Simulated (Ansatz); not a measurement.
# InSe (Pm-3m) in Ansatz: reference runs

Reference runs on InSe: the cell as given and a disturbed copy.

All numbers are computed with Ansatz 0.2.0; they aren't measurements. Logs are shortened: lines on timing, memory, paths and dates and some standing lists are left out, and cuts for length are marked.

## 1. The structure

Symmetry: Pm-3m, No. 221, cubic system. Conventional cell: a = 3.632 Å, b = 3.632 Å, c = 3.632 Å, α = 90.00°, β = 90.00°, γ = 90.00°. In (site symmetry m-3m) is surrounded by 8 Se at 3.15 Å. Around Se (site symmetry m-3m) lie 8 In at 3.15 Å.

The cell was built by a generator and needn't be a form met in nature.

## 2. Single point, PBE

File input.yaml:

```yaml
crystal:
  lattice:
    - [3.63204, 0.0, 0.0]
    - [0.0, 3.63204, 0.0]
    - [0.0, 0.0, 3.63204]
  atoms:
    - { symbol: In, position: [0.5, 0.5, 0.5] }
    - { symbol: Se, position: [0.0, 0.0, 0.0] }
hamiltonian:
  xc: pbe
  pseudopotentials: { kind: paw }
kpoints:
  mp_grid: { grid: [7, 7, 7] }
scf:
  occupations: { method: fermi_dirac, width: 0.05 }
output:
  forces: true
  stress: true
  eigenvalues: true
```

Potentials or basis: Ansatz PAW.

Started as:

```console
> ansatz run input.yaml --threads 2 --pin off --max-ram 5632MiB --backend cpu --events-out ev --progress --plain --runs-dir out
```

Output:

```text
Warning: RAYON_NUM_THREADS=2 ignored (pool sized by the plan → 2); use --threads N
Engine: ansatz 0.2.0, x86_64-unknown-linux-gnu
Pseudopotentials: kind: paw
Pseudopotential: In, paw, valence charge 13, recommended cutoff 420 eV (normal), In.paw.azcp
Pseudopotential: Se, paw, valence charge 16, recommended cutoff 420 eV (normal), Se.paw.azcp
Functional definition: PBE
  parameter kappa = 0.804
  parameter beta = 0.06672455060314922
  exchange = pbe_x(kappa = kappa, mu = beta*pi^2/3)
  correlation = pbe_c(beta = beta)
Crystal: 2 atoms, lattice volume = 47.913 Å³
Basis set: ecut = 420 eV, 925 PW (Γ), exchange–correlation on 50×50×50 points (8 copies of the dense FFT grid, shifted against one another)
Bands: 19, of which v1, the nominal top of the filled ones, is band 15 counted from 1 (14 counted from 0)
Symmetry: 48 space group operations
Space group: Pm-3m (ITA 221), of the structure as read, at distance tolerance 3.6e-5 Å
k-points: 20 of 343
Non-local potential: In, projectors of the file, l = 0: 2, l = 1: 2, l = 2: 2, l = 3: 2
Non-local potential: Se, projectors of the file, l = 0: 2, l = 1: 2, l = 2: 3, l = 3: 1
PAW form: soft (Blöchl's): semilocal exchange-correlation on the pseudo side does not see the compensation charge
PAW one-centre angular grid: In, 590 points (default); XC on 64 Gauss nodes
PAW one-centre angular grid: Se, 590 points (default); XC on 64 Gauss nodes
Initial density: superposition of atomic densities (neutral atoms: chi_scale 0, normalization atom), corrected by the library's trained network
Initial wavefunctions: pseudopotential atomic-orbital guess
Functional: x = pbe(κ = 0.804, μ = 0.2195149727645171), c = pbe(β = 0.06672455060314922)
SCF iter   1: F=—  HF=-11067.327730 eV  |F-HF|=—  |Δ(HF+E_count)|=         —  Δρ=7.61e-4  dr2=1.85e-4  ethr=1.77e-3  ⟨swp⟩=6.2  Hψ=1860  notcnv=0
preconditioner: auto → Kerker (q_TF=auto, 2.509 Å⁻¹)  [metal: Δε(μ)=0.120 eV  Ē_g=14.959 eV  σ=0.050 eV  W_gap=0.45  n_scr=18 (ndim 8)  ℏωp=23.4 eV  f_vac=0.000  D(μ)=0.74/eV (n_scr^D=0)]
SCF iter   2: F=—  HF=-11067.327071 eV  |F-HF|=—  |Δ(HF+E_count)|=   6.59e-4  Δρ=5.57e-4  dr2=5.83e-5  ethr=6.38e-7  ⟨swp⟩=2.2  Hψ=842  notcnv=0
SCF iter   3: F=—  HF=-11067.327092 eV  |F-HF|=—  |Δ(HF+E_count)|=   2.09e-5  Δρ=3.09e-4  dr2=2.18e-5  ethr=2.01e-7  ⟨swp⟩=2.2  Hψ=573  notcnv=0
SCF iter   4: F=—  HF=-11067.327118 eV  |F-HF|=—  |Δ(HF+E_count)|=   2.66e-5  Δρ=7.53e-5  dr2=2.33e-6  ethr=7.51e-8  ⟨swp⟩=2.6  Hψ=571  notcnv=0
SCF iter   5: F=—  HF=-11067.327118 eV  |F-HF|=—  |Δ(HF+E_count)|=   1.09e-7  Δρ=4.21e-5  dr2=7.63e-7  ethr=8.04e-9  ⟨swp⟩=2.5  Hψ=607  notcnv=0
SCF iter   6: F=-11067.327118 eV  HF=-11067.327118 eV  |F-HF|=1.03e-8  |Δ(HF+E_count)|=   2.94e-8  Δρ=4.26e-6  dr2=5.00e-9  ethr=3.45e-10  ⟨swp⟩=3.0  Hψ=1469  notcnv=0
SCF 1 converged in 6 iterations: F = -11067.327118 eV  dr2 = 5.00e-9
SCF converged after 6 iterations
Free energy (F): -11067.327118 eV
Harris-Foulkes:  -11067.327118 eV  (|F-HF|=1.03e-8)
Internal energy: -11067.320843 eV  (E = F + TS)
E sigma→0 (E₀):  -11067.323981 eV
Entropy (-TS):   -0.006275 eV (-3.138 meV/atom)
Fermi energy:    9.746423 eV
--- Per-component energies (eV) ---
  E_band       = -377.023816
  E_kinetic    = 358.640649
  E_local      = -3295.442052  (includes V_loc(G=0)·N_el)
  E_nonlocal   = -228.427056
  E_hartree    = 1533.446714
  E_xc         = -319.542776
  E_vxc        = -197.298495  (∫ρ·V_xc dr)
  E_paw        = -6064.317923  (= ΣΔE_a)
  E_vpaw       = -81.388755  (= ΣTr[D̂ρ^β])
  E_aug_tail   = -0.000549  (compensation charges beyond the density's cutoff)
  E_ewald      = -3051.677850
  E_smearing   = -0.006275  (= −TS)
  E_closure    = -0.000000  (closes the sum)
  Σ components = -11067.327118   (vs F -11067.327118, Δ=0.00e0)
--- Forces (eV/Å), atoms counted from 1 ---
  atom   1  In     0.00000000     0.00000000    -0.00000000
  atom   2  Se    -0.00000000     0.00000000    -0.00000000
  max |Σ_I F_I| component: 4.40e-30 eV/Å
--- Stress (GPa, compression-positive) ---
       -0.043064       0.000000      -0.000000
        0.000000      -0.043064       0.000000
        0.000000       0.000000      -0.043064
  P = ⅓ Tr σ = -0.0431 GPa (-0.431 kbar)
--- Band table (eV; the first three rows and the last of 20) ---
  k-point 0: bands = ["-37.5126", "-37.5126", "-37.5119", "-37.5119", "-37.5119", "-4.6024", "-4.6024", "-4.4277", "-4.4277", "-4.4277", "-3.7333", "6.2492", "8.3410", "8.3410", "8.3410", "15.0332", "15.0332", "18.0746", "18.0746"]
  k-point 1: bands = ["-37.5126", "-37.5124", "-37.5120", "-37.5120", "-37.5119", "-4.6003", "-4.5766", "-4.4394", "-4.4394", "-4.4267", "-3.5997", "5.3929", "8.5104", "8.5104", "8.7967", "15.2062", "15.4111", "17.3824", "17.3824"]
  k-point 2: bands = ["-37.5126", "-37.5121", "-37.5121", "-37.5120", "-37.5119", "-4.5955", "-4.5191", "-4.4653", "-4.4653", "-4.4244", "-3.2576", "3.9815", "8.9473", "8.9473", "9.6226", "14.1629", "15.7045", "15.9948", "15.9948"]
  k-point 19: bands = ["-37.5124", "-37.5124", "-37.5124", "-37.5111", "-37.5111", "-4.5793", "-4.5576", "-4.5576", "-4.3758", "-4.3758", "-1.8184", "6.4661", "7.0130", "7.0130", "8.2408", "10.5207", "10.5207", "11.6696", "23.5850"]
```

Run time: 1.6 s. Hardware: 2 threads of Intel Xeon at 2.50GHz (Skylake/Cascade Lake), shared host; peak memory 0.34 GiB.

Results:

```
Free energy            : -11067.3271 eV
Pressure               : 0.0 GPa
Band gap on the k mesh : none (metal or under the smearing width)
```

## 3. Single point, PBE (atoms moved at random, drawn with an rms of 0.05 Å)

input.yaml: that of step 2 with these lines changed.

```diff
@@ -6,4 +6,4 @@
   atoms:
-    - { symbol: In, position: [0.5, 0.5, 0.5] }
-    - { symbol: Se, position: [0.0, 0.0, 0.0] }
+    - { symbol: In, position: [0.495886, 0.495383, 0.496043] }
+    - { symbol: Se, position: [-0.005976, -0.001672, -0.010253] }
 hamiltonian:
```

Potentials or basis: Ansatz PAW.

Started as:

```console
> ansatz run input.yaml --threads 2 --pin off --max-ram 5632MiB --backend cpu --events-out ev --progress --plain --runs-dir out
```

It took 12 s on 2 threads of Intel Xeon at 2.50GHz (Skylake/Cascade Lake), shared host; peak memory 0.48 GiB.

The run converged. Its results:

```
Free energy            : -11067.3272 eV
Pressure               : 0.0 GPa
Largest force          : 0.007 eV/Å
Band gap on the k mesh : none (metal or under the smearing width)
```

Forces in eV/Å, atoms in the order of the input:
```
In   0.002 -0.003  0.006
Se  -0.002  0.003 -0.006
```

Levels at points of the mesh, in eV from the Fermi level:
| k point | band 11 | band 12 | band 13 | band 14 | band 15 | band 16 | band 17 | band 18 | band 19 |
| --- | --- | --- | --- | --- | --- | --- | --- | --- | --- |
| (0.00, 0.00, 0.00) | -13.48 | -3.50 | -1.41 | -1.41 | -1.40 | 5.28 | 5.29 | 8.33 | 8.33 |
